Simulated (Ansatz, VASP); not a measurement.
**One calculation of MgO, two programs**

```xyz
4
Lattice="3.3704 0.0000 0.0000 -1.6852 2.9189 0.0000 0.0000 0.0000 5.1602" Properties=species:S:1:pos:R:3 pbc="T T T"
Mg    0.0000    1.9459   -0.0460
Mg    1.6852    0.9730    2.5341
O     0.0000    1.9459    1.9811
O     1.6852    0.9730    4.5612
```

Change from the starting cell: hydrostatic strain +2.5%.

Alike in both runs: task single point; functional r2SCAN; k mesh 12 × 12 × 6; no spin polarisation.

|  | VASP | Ansatz |
| --- | --- | --- |
| version | VASP 6.6.1 | Ansatz 0.2.0 |
| potentials or method | VASP PAW PBE potentials, release 64 (Mg, O) | plane waves, PAW |
| plane-wave cutoff (eV) | 520 | 500 |
| occupations | gaussian, width 0.01 eV | fixed |
| valence electrons in the cell | 16 | 32 |

|  | VASP | Ansatz | Ansatz less VASP |
| --- | --- | --- | --- |
| gap on the k mesh at the Fermi level (eV) | 3.81 | 3.82 | +0.015 |
| pressure (GPa) | -8.7 | -8.0 | +0.62 |
| largest component of the traceless stress (GPa) | 1.20 | 1.14 | -0.060 |

The two sets of potentials don't hold the same shells in valence.

Caveats: the PAW data sets were made with another functional, which shifts forces and pressure a little (VASP). A k mesh can miss the band edges.
